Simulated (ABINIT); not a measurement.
## AlN: single point with PBE

**The experiment to reproduce.**

“Structural and optical properties of self-assembled AlN nanowires grown on SiO2/Si substrates by molecular beam epitaxy”, 2024, arxiv:2402.00216 quotes, for a bulk crystal of AlN at 0 K: band gap 6.0343 eV (an exciton energy, a little under the gap).

AlN:

```
CELL_PARAMETERS angstrom
3.11300 0.00000 0.00000
-1.55650 2.69594 0.00000
0.00000 0.00000 4.98100
ATOMIC_POSITIONS crystal
Al 0.66667 0.33333 0.50000
Al 0.33333 0.66667 0.00000
N 0.66667 0.33333 0.88000
N 0.33333 0.66667 0.38000
```

```json
{"Program": "ABINIT 10.8.3 (patched build)", "Task": "single point", "Functional": "PBE", "Potentials or basis": "PseudoDojo NC SR PBE v0.4.1 standard", "Cutoff": "980 eV", "k mesh": "8 × 8 × 4", "Occupations": "fermi-dirac, width 0.05 eV", "Spin": "no spin polarisation"}
```

- Pressure: 2.9 GPa
- Largest force: 0.131 eV/Å
- Band gap on the k mesh: 4.22 eV, direct
- Valence electrons inside the program's atomic spheres: Al 1.10; N 5.38

Forces on the atoms (eV/Å):
```
Al   0.000  0.000 -0.131
Al   0.000  0.000 -0.131
N    0.000  0.000  0.131
N    0.000  0.000  0.131
```

Stress tensor (GPa, compression positive):
```
2.39 0.00 0.00
0.00 2.39 0.00
0.00 0.00 4.03
```

Levels at points of the mesh, in eV from the valence-band top:
| k point | band 6 | band 7 | band 8 | band 9 | band 10 | band 11 |
| --- | --- | --- | --- | --- | --- | --- |
| (0.00, 0.00, 0.00) | -0.18 | -0.18 | 0.00 | 4.22 | 6.68 | 10.83 |
| (0.50, 0.00, 0.00) | -2.06 | -1.77 | -0.66 | 5.83 | 5.84 | 8.21 |
| (0.00, 0.00, 0.50) | -0.51 | -0.51 | -0.51 | 6.47 | 6.47 | 10.35 |
| (0.50, 0.00, 0.50) | -1.44 | -1.35 | -1.35 | 5.34 | 5.34 | 9.32 |

Run time: 28 s on 1 thread of Arm Neoverse V1, on a shared host, peak memory 0.08 GiB.

A measured gap of AlN is 6.0343 eV (an exciton energy, a little under the gap; 0 K; quoted in “Structural and optical properties of self-assembled AlN nanowires grown on SiO2/Si substrates by molecular beam epitaxy”, 2024, arxiv:2402.00216); the calculated 4.22 eV misses it by -1.81 eV. 2 values of this kind are on record (6.034 to 6.0343 eV); this one was drawn at random. The value is that of PBE, without temperature or zero-point motion. Semilocal functionals fall short of measured gaps as a rule.
